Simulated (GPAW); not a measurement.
TaN:

```
Ta N
1.0
     0.00000    2.21132    2.21132
     2.21132    0.00000    2.21132
     2.21132    2.21132    0.00000
Ta N
1 1
Direct
  0.50000 0.50000 0.50000
  0.00000 0.00000 0.00000
```

The cell comes from a database or a generator and needn't be the stable form of this composition.

```yaml
Program: GPAW 26.7.0
Task: relaxation of cell and atoms
Functional: PBE
Dispersion: D3(BJ)
Potentials_or_basis: GPAW PAW data sets (gpaw-data 1.2.1)
Cutoff: 800 eV
Basis: pw
k_mesh: 10 × 10 × 10
Occupations: fermi-dirac, width 0.05 eV
Spin: no spin polarisation
```

At the start: pressure -8.7 GPa; volume 10.81 Å³/atom.

**Question.** How do energy, volume and symmetry change on relaxing?

**Answer.** Over 3 steps the energy falls by 6.7 meV/atom and the volume is 10.53 Å³/atom (-2.6 %); space group Fm-3m (No. 225, to 0.05 Å).

Step by step:
| step | energy change (eV) | largest force (eV/Å) | pressure (GPa) | volume (Å³) |
| --- | --- | --- | --- | --- |
| 1 | 0.0000 | 0.0000 | -8.74 | 21.63 |
| 2 | -0.0104 | 0.0000 | -4.68 | 21.35 |
| 3 | -0.0135 | 0.0000 | 0.16 | 21.05 |

Final structure:
```cif
data_structure
_symmetry_space_group_name_H-M 'P 1'
_symmetry_Int_Tables_number 1
_cell_length_a 3.0994
_cell_length_b 3.0994
_cell_length_c 3.0994
_cell_angle_alpha 60.000
_cell_angle_beta 60.000
_cell_angle_gamma 60.000
_cell_volume 21.05
loop_
_atom_site_label
_atom_site_type_symbol
_atom_site_fract_x
_atom_site_fract_y
_atom_site_fract_z
_atom_site_occupancy
Ta1 Ta 0.50000 0.50000 0.50000 1
N1 N 0.00000 0.00000 0.00000 1
```

Caveat: later steps reuse the first step's grids; pairwise dispersion overbinds metals, which lowers pressure and volume.
